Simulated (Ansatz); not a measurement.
HfSiO4 (Hafnon), 12 atoms in the cell. Symmetry: I4_1/amd, No. 141, tetragonal system. Conventional cell: a = 6.572 Å, b = 6.572 Å, c = 5.963 Å, α = 90.00°, β = 90.00°, γ = 90.00°. Around Hf (site symmetry -4m2) lie 8 O at 2.11 to 2.26 Å. Around Si (site symmetry -4m2) lie 4 O at 1.62 Å. Around O (site symmetry m) lie 1 Si at 1.62 Å. 

```yaml
Program: Ansatz 0.2.0
Task: band structure
Functional: revPBE
Potentials_or_basis: Ansatz PAW
Cutoff: "420 eV (not typed: the program's choice for these potentials)"
k_mesh: 5 × 5 × 5
Occupations: fermi-dirac, width 0.05 eV
Spin: no spin polarisation
Path: "[[\"G\", \"X\", \"M\", \"G\", \"Z\", \"P\", \"N\", \"Z1\", \"M\"], [\"X\", \"P\"]]"
Points_for_each_segment_of_the_path: 10
```

Potentials or basis: Ansatz PAW.

The run is started by

```console
$ ansatz run input.yaml --threads 4 --pin off --max-ram 11264MiB --backend cpu --events-out ev --progress --plain --runs-dir out
```

Hardware: 4 threads of Arm Neoverse V2, on a shared host.

Q: How long does it take, and how much memory?

A: Wall time 11 s on 4 threads of Arm Neoverse V2 (shared host), peak memory 0.87 GiB. Counts: scf iterations 8, plane waves 2513, k points 18, bands 84.
